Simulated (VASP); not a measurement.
Ca: relaxation of cell and atoms with r2SCAN+D4

The system is Ca.

```
Ca
1.0
     3.98000    0.00000    0.00000
    -1.99000    3.44678    0.00000
     0.00000    0.00000    6.52000
Ca
2
Direct
  0.66667 0.33333 0.75000
  0.33333 0.66667 0.25000
```

This isn't the form of Ca at room conditions, which is fcc.

| Quantity | Value |
| --- | --- |
| Program | VASP 6.6.1 |
| Task | relaxation of cell and atoms |
| Functional | r2SCAN |
| Dispersion | D4 |
| Potentials or basis | VASP PAW PBE potentials, release 64 (Ca_sv) |
| Cutoff | 600 eV |
| k mesh | 8 × 8 × 4 |
| Occupations | methfessel-paxton, width 0.1 eV |
| Spin | no spin polarisation |
| Further INCAR settings | ALGO = Normal; EDIFF = 1e-06; IBRION = 2; EDIFFG = -0.01; NSW = 60; ISIF = 3 |

```json
{
  "Relaxed volume": "43.02 Å³/atom",
  "Relaxed cell": "a = 3.917 Å, b = 3.917 Å, c = 6.474 Å, α = 90.00°, β = 90.00°, γ = 120.00°",
  "Space group after relaxing (to 0.05 Å)": "P6_3/mmc (No. 194)",
  "Energy gained by relaxing": "3.8 meV/atom",
  "Ionic steps": "7",
  "Pressure after relaxing": "0.0 GPa",
  "Band gap on the k mesh": "none (metal or under the smearing width)",
  "Dispersion energy per atom": "-0.055 eV"
}
```

Step by step:
```csv
step,energy change (eV),largest force (eV/Å),pressure (GPa),volume (Å³)
1,0.0000,0.0000,-0.69,89.44
2,-0.0069,0.0000,-0.22,86.97
3,-0.0076,0.0000,0.04,85.84
4,-0.0076,0.0000,0.02,85.93
5,-0.0076,0.0000,0.01,86.00
6,-0.0077,0.0000,0.00,86.03
7,-0.0077,0.0000,-0.02,86.03
```

Final structure:
```
Ca
1.0
     3.91735    0.00000    0.00000
    -1.95867    3.39252    0.00000
     0.00000    0.00000    6.47371
Ca
2
Direct
  0.66667 0.33333 0.75000
  0.33333 0.66667 0.25000
```

Levels at points of the mesh, in eV from the Fermi level:
| k point | band 6 | band 7 | band 8 | band 9 | band 10 | band 11 | band 12 | band 13 | band 14 |
| --- | --- | --- | --- | --- | --- | --- | --- | --- | --- |
| (0.00, 0.00, 0.00) | -23.88 | -23.88 | -23.87 | -4.30 | -1.03 | -0.39 | 2.57 | 2.62 | 2.62 |
| (0.50, 0.00, 0.00) | -23.93 | -23.90 | -23.90 | -1.12 | -0.79 | 0.30 | 0.52 | 1.49 | 2.09 |
| (0.00, 0.00, 0.50) | -23.89 | -23.89 | -23.89 | -3.25 | -3.25 | 1.57 | 1.57 | 2.62 | 2.62 |
| (0.50, 0.00, 0.50) | -23.92 | -23.91 | -23.91 | -0.64 | -0.64 | 0.03 | 0.03 | 1.67 | 1.67 |

Run time: 8.1 min on 1 thread of Intel(R) Xeon(R) Platinum 8488C (Sapphire Rapids), with other jobs on the host, peak memory 0.27 GiB.

Caveat: the PAW data sets were made with another functional, which shifts forces and pressure a little; pairwise dispersion overbinds metals, which lowers pressure and volume.
